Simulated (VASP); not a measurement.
NaI:

```
I Na
1.0
     0.00000    3.23640    3.23640
     3.23640    0.00000    3.23640
     3.23640    3.23640    0.00000
I Na
1 1
Direct
  0.50000 0.50000 0.50000
  0.00000 0.00000 0.00000
```

```yaml
Program: VASP 6.6.1
Task: single point
Functional: PBE
Potentials_or_basis: VASP PAW PBE potentials, release 64 (I, Na_pv)
Cutoff: 520 eV
k_mesh: 7 × 7 × 7
Occupations: fermi-dirac, width 0.05 eV
Spin: no spin polarisation
```

On this cell: pressure 0.4 GPa; largest force zero by symmetry; band gap on the k mesh 3.64 eV, direct.

The same run follows on a disturbed copy (atoms moved at random, drawn with an rms of 0.05 Å):

```xyz
2
Lattice="0.0000 3.2364 3.2364 3.2364 0.0000 3.2364 3.2364 3.2364 0.0000" Properties=species:S:1:pos:R:3 pbc="T T T"
I     3.2272    3.2274    3.2377
Na   -0.0071    0.0155    0.0537
```

What does the disturbed cell give?

The energy moves by +0.7 meV/atom; pressure 0.4 GPa; largest force 0.052 eV/Å; band gap on the k mesh 3.64 eV, direct.

Forces in eV/Å, atoms in the order of the input:
```
I    0.002  0.022  0.047
Na  -0.002 -0.022 -0.047
```

Caveats: spin-orbit coupling is left out, which moves the levels of the heavy elements.

